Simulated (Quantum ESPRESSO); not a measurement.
# LiF (Griceite) (Fm-3m) in Quantum ESPRESSO: further runs

Runs on LiF (Griceite). Level: LDA. Tasks: phonons.

All numbers are computed with Quantum ESPRESSO 7.5; they aren't measurements. Logs are shortened: lines on timing, memory, paths and dates and some standing lists are left out, and cuts for length are marked.

**Experimental background.**

A printed reference work, monograph reports, for a bulk crystal of LiF: high-frequency dielectric constant 1.93.

The runs below are set against these values where they give the same quantity.

## (1) The crystal as given

The structure is cubic, space group Fm-3m (No. 225). Conventional cell: a = 4.028 Å, b = 4.028 Å, c = 4.028 Å, α = 90.00°, β = 90.00°, γ = 90.00°. F (site symmetry m-3m) has 6 Li at 2.01 Å as nearest neighbours. Li (site symmetry m-3m) has 6 F at 2.01 Å as nearest neighbours.

## (2) Phonons, LDA

The input, pw.in:

```
&CONTROL
  calculation = 'scf'
  prefix = 'pwscf'
  outdir = './tmp'
  pseudo_dir = './pseudo'
  tprnfor = .true.
  tstress = .true.
  disk_io = 'low'
/
&SYSTEM
  ibrav = 0
  nat = 2
  ntyp = 2
  ecutwfc = 84
  nbnd = 10
  occupations = 'smearing'
  smearing = 'fd'
  degauss = 0.00367493
/
&ELECTRONS
  conv_thr = 4d-10
  electron_maxstep = 120
  mixing_beta = 0.5
/
ATOMIC_SPECIES
F     18.9984 F.upf
Li     6.9400 Li.upf
CELL_PARAMETERS angstrom
   0.0000000000    2.0140000000    2.0140000000
   2.0140000000    0.0000000000    2.0140000000
   2.0140000000    2.0140000000    0.0000000000
ATOMIC_POSITIONS angstrom
F      2.0140000000    2.0140000000    2.0140000000
Li     0.0000000000    0.0000000000    0.0000000000
K_POINTS automatic
6 6 6 1 1 1
```

The input, relax.in:

```
&CONTROL
  calculation = 'vc-relax'
  prefix = 'pwscf'
  outdir = './tmp'
  pseudo_dir = './pseudo'
  tprnfor = .true.
  tstress = .true.
  disk_io = 'low'
  nstep = 40
  forc_conv_thr = 0.0001
  etot_conv_thr = 1d-06
/
&SYSTEM
  ibrav = 0
  nat = 2
  ntyp = 2
  ecutwfc = 84
  nbnd = 10
  occupations = 'smearing'
  smearing = 'fd'
  degauss = 0.00367493
/
&ELECTRONS
  conv_thr = 4d-10
  electron_maxstep = 120
  mixing_beta = 0.5
/
&IONS
  ion_dynamics = 'bfgs'
/
&CELL
  cell_dynamics = 'bfgs'
  press = 0
  press_conv_thr = 0.2
/
ATOMIC_SPECIES
F     18.9984 F.upf
Li     6.9400 Li.upf
CELL_PARAMETERS angstrom
   0.0000000000    2.0140000000    2.0140000000
   2.0140000000    0.0000000000    2.0140000000
   2.0140000000    2.0140000000    0.0000000000
ATOMIC_POSITIONS angstrom
F      2.0140000000    2.0140000000    2.0140000000
Li     0.0000000000    0.0000000000    0.0000000000
K_POINTS automatic
6 6 6 1 1 1
```

The input, scf2.in:

```
&CONTROL
  calculation = 'scf'
  prefix = 'pwscf'
  outdir = './tmp'
  pseudo_dir = './pseudo'
  tprnfor = .true.
  tstress = .true.
  disk_io = 'low'
/
&SYSTEM
  ibrav = 0
  nat = 2
  ntyp = 2
  ecutwfc = 84
  nbnd = 10
  occupations = 'fixed'
/
&ELECTRONS
  conv_thr = 1d-13
  electron_maxstep = 120
  mixing_beta = 0.5
  startingpot = 'file'
  startingwfc = 'file'
/
ATOMIC_SPECIES
F     18.9984 F.upf
Li     6.9400 Li.upf
CELL_PARAMETERS angstrom
   0.0000000000    1.9524355481    1.9524355481
   1.9524355481    0.0000000000    1.9524355481
   1.9524355481    1.9524355481    0.0000000000
ATOMIC_POSITIONS angstrom
F      1.9524355481    1.9524355481    1.9524355481
Li     0.0000000000    0.0000000000    0.0000000000
K_POINTS automatic
6 6 6 1 1 1
```

The input, ph.in:

```
phonons of LiF
&INPUTPH
  prefix = 'pwscf'
  outdir = './tmp'
  tr2_ph = 1d-18
  fildyn = 'dyn'
  niter_ph = 90
  alpha_mix(1) = 0.7
  epsil = .true.
/
0.0000000000 0.0000000000 0.0000000000
```

The input, dynmat.in:

```
&INPUT
  fildyn = 'dyn'
  asr = 'crystal'
  lperm = .true.
  filout = 'dynmat.disp'
  fileig = 'dynmat.eig'
/
```

The input, dynmat_lo.in:

```
&INPUT
  fildyn = 'dyn'
  asr = 'crystal'
  filout = 'dynmat_lo.disp'
  fileig = 'dynmat_lo.eig'
  q(1) = 0
  q(2) = 0
  q(3) = 1
/
```

Potentials or basis: PseudoDojo 0.4.1 SR LDA standard.

Started as:

```
> OMP_NUM_THREADS=1 mpirun -n 4 pw.x -nk 4 -in pw.in > pw.out
> OMP_NUM_THREADS=1 mpirun -n 4 pw.x -nk 4 -in relax.in > relax.out
> OMP_NUM_THREADS=1 mpirun -n 4 pw.x -nk 4 -in scf2.in > scf2.out
> OMP_NUM_THREADS=1 mpirun -n 4 ph.x -nk 4 -in ph.in > ph.out
> OMP_NUM_THREADS=1 mpirun -n 1 dynmat.x -in dynmat.in > dynmat.out
> OMP_NUM_THREADS=1 mpirun -n 1 dynmat.x -in dynmat_lo.in > dynmat_lo.out
```

pw.out:

```text
This program is part of the open-source Quantum ESPRESSO suite
     for quantum simulation of materials; please cite
[... 6 lines left out ...]
     using ibrav=0 with symmetry is DISCOURAGED, use correct ibrav instead

     K-points division:     npool     =       4
     Subspace diagonalization in iterative solution of the eigenvalue problem:
     a serial algorithm will be used

     G-vector sticks info
     --------------------
     sticks:   dense  smooth     PW     G-vecs:    dense   smooth      PW
     Sum         673     673    211                11575    11575    2085

     Using Slab Decomposition

     bravais-lattice index     =            0
     lattice parameter (alat)  =       5.3824  a.u.
     unit-cell volume          =     110.2567 (a.u.)^3
     number of atoms/cell      =            2
     number of atomic types    =            2
     number of electrons       =        10.00
     number of Kohn-Sham states=           10
     kinetic-energy cutoff     =      84.0000  Ry
     charge density cutoff     =     336.0000  Ry
     scf convergence threshold =      4.0E-10
     mixing beta               =       0.5000
     number of iterations used =            8  plain     mixing
     Exchange-correlation= SLA  PW   NOGX NOGC
                           (   1   4   0   0   0   0   0)

     celldm(1)=   5.382367  celldm(2)=   0.000000  celldm(3)=   0.000000
     celldm(4)=   0.000000  celldm(5)=   0.000000  celldm(6)=   0.000000

[... 8 lines left out ...]
               b(3) = (  0.707107  0.707107 -0.707107 )

     PseudoPot. # 1 for F  read from file:
     F.upf
     Pseudo is Norm-conserving + core correction, Zval =  7.0
     Generated using ONCVPSP code by D. R. Hamann
     Using radial grid of  824 points,  5 beta functions with:
                l(1) =   0
                l(2) =   0
                l(3) =   1
                l(4) =   1
                l(5) =   2

     PseudoPot. # 2 for Li read from file:
     Li.upf
     Pseudo is Norm-conserving, Zval =  3.0
     Generated using ONCVPSP code by D. R. Hamann
     Using radial grid of 1944 points,  4 beta functions with:
                l(1) =   0
                l(2) =   0
                l(3) =   1
                l(4) =   1

     atomic species   valence    mass     pseudopotential
     F                 7.00    18.99840     F ( 1.00)
     Li                3.00     6.94000     Li( 1.00)

     48 Sym. Ops., with inversion, found

   Cartesian axes

     site n.     atom                  positions (alat units)
         1        F      tau(   1) = (   0.7071068   0.7071068   0.7071068  )
         2        Li     tau(   2) = (   0.0000000   0.0000000   0.0000000  )

     number of k points=    28  Fermi-Dirac smearing, width (Ry)=  0.0037
                       cart. coord. in units 2pi/alat
        k(    1) = (   0.0589256   0.0589256   0.0589256), wk =   0.0185185
        k(    2) = (   0.1767767   0.1767767  -0.0589256), wk =   0.0555556
        k(    3) = (   0.2946278   0.2946278  -0.1767767), wk =   0.0555556
        k(    4) = (  -0.2946278  -0.2946278   0.4124790), wk =   0.0555556
        k(    5) = (  -0.1767767  -0.1767767   0.2946278), wk =   0.0555556
        k(    6) = (  -0.0589256  -0.0589256   0.1767767), wk =   0.0555556
[... 20 lines left out ...]
        k(   27) = (   0.2946278   0.2946278   0.2946278), wk =   0.0185185
        k(   28) = (  -0.2946278  -0.2946278   0.8838835), wk =   0.0555556

     Dense  grid:    11575 G-vectors     FFT dimensions: (  32,  32,  32)

     Initial potential from superposition of free atoms

     starting charge       9.9953, renormalised to      10.0000
     Starting wfcs are    6 randomized atomic wfcs +    4 random wfcs

     Self-consistent Calculation

     iteration #  1     ecut=    84.00 Ry     beta= 0.50
     Davidson diagonalization with overlap
     ethr =  1.00E-02,  avg # of iterations =  5.0

     total energy              =     -63.63147625 Ry
     estimated scf accuracy    <       0.10410367 Ry

     iteration #  2     ecut=    84.00 Ry     beta= 0.50
     Davidson diagonalization with overlap
     ethr =  1.04E-03,  avg # of iterations =  2.0

     total energy              =     -63.65902473 Ry
     estimated scf accuracy    <       0.01245294 Ry

     iteration #  3     ecut=    84.00 Ry     beta= 0.50
     Davidson diagonalization with overlap
     ethr =  1.25E-04,  avg # of iterations =  1.3

     total energy              =     -63.66069687 Ry
     estimated scf accuracy    <       0.00111231 Ry

     iteration #  4     ecut=    84.00 Ry     beta= 0.50
     Davidson diagonalization with overlap
     ethr =  1.11E-05,  avg # of iterations =  2.8

     total energy              =     -63.66078763 Ry
     estimated scf accuracy    <       0.00002749 Ry

     iteration #  5     ecut=    84.00 Ry     beta= 0.50
     Davidson diagonalization with overlap
     ethr =  2.75E-07,  avg # of iterations =  1.9

     total energy              =     -63.66078888 Ry
     estimated scf accuracy    <       0.00000233 Ry

     iteration #  6     ecut=    84.00 Ry     beta= 0.50
     Davidson diagonalization with overlap
     ethr =  2.33E-08,  avg # of iterations =  2.0

     total energy              =     -63.66078923 Ry
     estimated scf accuracy    <       0.00000017 Ry

     iteration #  7     ecut=    84.00 Ry     beta= 0.50
     Davidson diagonalization with overlap
     ethr =  1.67E-09,  avg # of iterations =  1.0

     total energy              =     -63.66078924 Ry
     estimated scf accuracy    <          7.3E-09 Ry

     iteration #  8     ecut=    84.00 Ry     beta= 0.50
     Davidson diagonalization with overlap
     ethr =  7.35E-11,  avg # of iterations =  1.8

     total energy              =     -63.66078924 Ry
     estimated scf accuracy    <          7.8E-10 Ry

     iteration #  9     ecut=    84.00 Ry     beta= 0.50
     Davidson diagonalization with overlap
     ethr =  7.83E-12,  avg # of iterations =  2.0

     End of self-consistent calculation

          k = 0.0589 0.0589 0.0589 (  1435 PWs)   bands (ev):

   -39.1749 -18.9809   0.2937   0.4844   0.4844   9.5678  21.8680  23.0324
    23.0324  25.3077

          k = 0.1768 0.1768-0.0589 (  1422 PWs)   bands (ev):

   -39.1536 -18.8474  -0.4884   0.2189   0.4766  10.4145  18.8008  20.9036
    21.3849  25.9239

          k = 0.2946 0.2946-0.1768 (  1435 PWs)   bands (ev):

   -39.1210 -18.6281  -1.6369   0.0601   0.3412  11.1754  16.8461  19.5117
    19.5436  28.5266

          k =-0.2946-0.2946 0.4125 (  1440 PWs)   bands (ev):

   -39.1096 -18.5467  -2.0147   0.0908   0.2144  11.2343  16.6714  19.0732
    19.0744  29.2835

          k =-0.1768-0.1768 0.2946 (  1425 PWs)   bands (ev):

   -39.1309 -18.6951  -1.3133   0.2180   0.2648  11.0576  17.2840  19.8928
    19.9983  26.1259

          k =-0.0589-0.0589 0.1768 (  1424 PWs)   bands (ev):

   -39.1636 -18.9094  -0.0895   0.3525   0.4040  10.0730  20.2464  21.6909
    21.9345  23.5298

          k = 0.2946 0.0589 0.0589 (  1431 PWs)   bands (ev):

   -39.1443 -18.7723  -0.6745   0.1266   0.1419  11.0322  18.8240  20.4509
    20.8300  22.1475

          k = 0.4125 0.1768-0.0589 (  1430 PWs)   bands (ev):

   -39.1182 -18.5693  -1.4715  -0.3818   0.0384  12.2627  16.7352  19.3155
    20.0218  23.5760

          k =-0.1768-0.4125 0.5303 (  1439 PWs)   bands (ev):

   -39.1014 -18.4375  -1.8838  -0.7492  -0.0100  12.7265  15.8695  19.0263
    19.3758  26.6373

          k =-0.0589-0.2946 0.4125 (  1435 PWs)   bands (ev):

   -39.1108 -18.5216  -1.5431  -0.7328   0.1710  12.3546  15.9991  19.3487
    19.6181  26.7939

          k = 0.0589-0.1768 0.2946 (  1427 PWs)   bands (ev):

   -39.1369 -18.7280  -0.9653  -0.0490   0.3344  11.1515  17.6120  20.1624
    20.4388  24.5871

          k = 0.5303 0.0589 0.0589 (  1428 PWs)   bands (ev):

   -39.1046 -18.4122  -2.0641  -0.4413  -0.3482  13.6877  16.8233  18.4569
    20.2388  20.9752

          k =-0.0589-0.5303 0.6482 (  1434 PWs)   bands (ev):

   -39.0938 -18.3114  -2.2530  -0.8738  -0.3720  14.7221  15.6991  17.9796
    19.8468  22.7094

          k = 0.0589-0.4125 0.5303 (  1440 PWs)   bands (ev):

   -39.0966 -18.3748  -1.7400  -1.2656  -0.1060  13.7170  15.3226  18.8723
    19.4352  26.1280

          k = 0.1768-0.2946 0.4125 (  1439 PWs)   bands (ev):

   -39.1102 -18.5342  -1.8415  -0.2483   0.1776  11.7545  16.3733  19.2070
    19.3700  27.5863

          k =-0.6482 0.0589 0.0589 (  1423 PWs)   bands (ev):

   -39.0944 -18.2981  -2.4744  -0.5874  -0.4726  14.7566  16.3636  17.8523
    20.2119  20.8396

          k =-0.5303 0.1768-0.0589 (  1435 PWs)   bands (ev):

   -39.1026 -18.4118  -1.9478  -0.6921  -0.2281  13.5726  16.1229  18.5755
    19.8822  22.9775

          k =-0.4125 0.0589 0.0589 (  1429 PWs)   bands (ev):

   -39.1227 -18.5913  -1.3907  -0.1773  -0.1299  12.3138  17.6601  19.3014
    20.3939  21.3499

          k = 0.1768 0.1768 0.1768 (  1423 PWs)   bands (ev):

   -39.1452 -18.7957  -0.8906   0.3825   0.3825  10.5741  18.0643  20.6277
    20.6277  27.1391

          k = 0.2946 0.2946 0.0589 (  1423 PWs)   bands (ev):

   -39.1244 -18.6405  -1.2755  -0.3618   0.3699  11.5474  16.6448  19.8398
    19.8762  27.8499

          k =-0.2946-0.2946 0.6482 (  1441 PWs)   bands (ev):

   -39.1029 -18.4506  -1.6118  -1.0736   0.1032  12.8231  15.5505  19.3602
    19.3842  27.5582

          k =-0.1768-0.1768 0.5303 (  1439 PWs)   bands (ev):

   -39.1020 -18.4247  -1.9234  -0.6930  -0.1408  13.1251  15.9513  18.8945
    19.6702  24.1692

          k = 0.4125 0.1768 0.1768 (  1432 PWs)   bands (ev):

   -39.1151 -18.5599  -1.6692  -0.1650   0.0263  11.9540  16.5859  19.2805
    19.7068  25.0074

          k =-0.1768-0.4125 0.7660 (  1438 PWs)   bands (ev):

   -39.0995 -18.4016  -1.7462  -1.0921  -0.1029  13.5060  15.5949  18.7258
    19.5076  26.0813

          k =-0.0589-0.2946 0.6482 (  1436 PWs)   bands (ev):

   -39.0933 -18.3246  -1.8554  -1.3335  -0.2718  14.6722  15.3003  17.9819
    19.4940  25.7518

          k =-0.7660 0.1768 0.1768 (  1440 PWs)   bands (ev):

   -39.0947 -18.3382  -2.0541  -1.0455  -0.2375  14.2737  15.2886  18.6590
    19.7197  23.6983

          k = 0.2946 0.2946 0.2946 (  1428 PWs)   bands (ev):

   -39.1154 -18.5973  -1.9107   0.2861   0.2861  10.9415  16.9306  19.1669
    19.1669  29.8070

          k =-0.2946-0.2946 0.8839 (  1437 PWs)   bands (ev):

   -39.1052 -18.4896  -1.9202  -0.4475   0.1456  12.0111  16.1295  19.2101
    19.2268  28.2025

     the Fermi energy is     4.0638 ev

!    total energy              =     -63.66078924 Ry
     estimated scf accuracy    <          4.1E-12 Ry
     smearing contrib. (-TS)   =       0.00000000 Ry
     internal energy E=F+TS    =     -63.66078924 Ry

     The total energy is F=E-TS. E is the sum of the following terms:
     one-electron contribution =     -25.03635617 Ry
     hartree contribution      =      16.43543660 Ry
     xc contribution           =     -14.11159301 Ry
     ewald contribution        =     -40.94827666 Ry

     convergence has been achieved in   9 iterations

     Forces acting on atoms (cartesian axes, Ry/au):

     atom    1 type  1   force =     0.00000000    0.00000000   -0.00000000
     atom    2 type  2   force =     0.00000000    0.00000000    0.00000000

     Total force =     0.000000     Total SCF correction =     0.000000

     Computing stress (Cartesian axis) and pressure

          total   stress  (Ry/bohr**3)                   (kbar)     P=      -66.61
  -0.00045282  -0.00000000  -0.00000000          -66.61       -0.00       -0.00
   0.00000000  -0.00045282  -0.00000000            0.00      -66.61       -0.00
  -0.00000000  -0.00000000  -0.00045282           -0.00       -0.00      -66.61

=------------------------------------------------------------------------------=
   JOB DONE.
=------------------------------------------------------------------------------=
```

Wall time 37 s (4 MPI ranks of Arm Neoverse N1, shared host); peak memory 0.24 GiB.

Results:

```
Free energy                                             : -866.1818 eV
Relaxed volume                                          : 7.44 Å³/atom
Relaxed cell                                            : a = 2.761 Å, b = 2.761 Å, c = 2.761 Å, α = 60.00°, β = 60.00°, γ = 60.00°
Space group after relaxing (to 0.05 Å)                  : Fm-3m (No. 225)
Pressure after relaxing                                 : 0.0 GPa
Electronic dielectric tensor (diagonal)                 : 2.11
Born charges (mean of the diagonal)                     : F -1.04; Li +1.04 e
Highest phonon frequency at Γ, LO-TO splitting left out : 343 cm⁻¹
Static dielectric tensor (diagonal)                     : 8.12
```

The path:
```
step  energy change (eV)  largest force (eV/Å)  pressure (GPa)  volume (Å³)
   1              0.0000                0.0000           -6.66        16.34
   2             -0.0193                0.0000           -4.53        15.79
   3             -0.0325                0.0000           -0.60        14.99
   4             -0.0327                0.0000            0.06        14.87
   5             -0.0327                0.0000            0.00        14.89
```

Final structure:
```
CELL_PARAMETERS angstrom
0.00000 1.95244 1.95244
1.95244 0.00000 1.95244
1.95244 1.95244 0.00000
ATOMIC_POSITIONS crystal
F 0.50000 0.50000 0.50000
Li 0.00000 0.00000 0.00000
```

Levels at points of the mesh, in eV from the valence-band top:
| k point | band 2 | band 3 | band 4 | band 5 | band 6 | band 7 | band 8 | band 9 |
| --- | --- | --- | --- | --- | --- | --- | --- | --- |
| (0.08, 0.08, 0.08) | -19.72 | -0.21 | 0.00 | 0.00 | 9.97 | 22.31 | 23.61 | 23.61 |

Phonon frequencies in cm⁻¹ (negative: imaginary):
| q point | frequencies |
| --- | --- |
| (0.000, 0.000, 0.000) | -1 -1 -1 343 343 343 |

Electronic dielectric tensor:
```
2.11 0.00 0.00
0.00 2.11 0.00
0.00 0.00 2.11
```

Born effective charge tensors (e):
atom 1, F
```
-1.04  0.00  0.00
 0.00 -1.04  0.00
 0.00  0.00 -1.04
```
atom 2, Li
```
1.04 0.00 0.00
0.00 1.04 0.00
0.00 0.00 1.04
```

Optical modes at Γ, degenerate ones joined, polar ones without the macroscopic field:
| cm⁻¹ | components | symmetry | active in | IR intensity, summed ((D/Å)²/amu) |
| --- | --- | --- | --- | --- |
| 343 | 3 | T1u | IR | 14.78 |

Zone-centre frequencies without and with the macroscopic field along z (cm⁻¹):
```tsv
	optical modes in rising order
without	343 343 343
with the field	343 343 672
```

Static dielectric tensor, electrons and zone-centre modes:
```
8.12 0.00 0.00
0.00 8.12 0.00
0.00 0.00 8.12
```

(Part 1 of 2 ends here.)
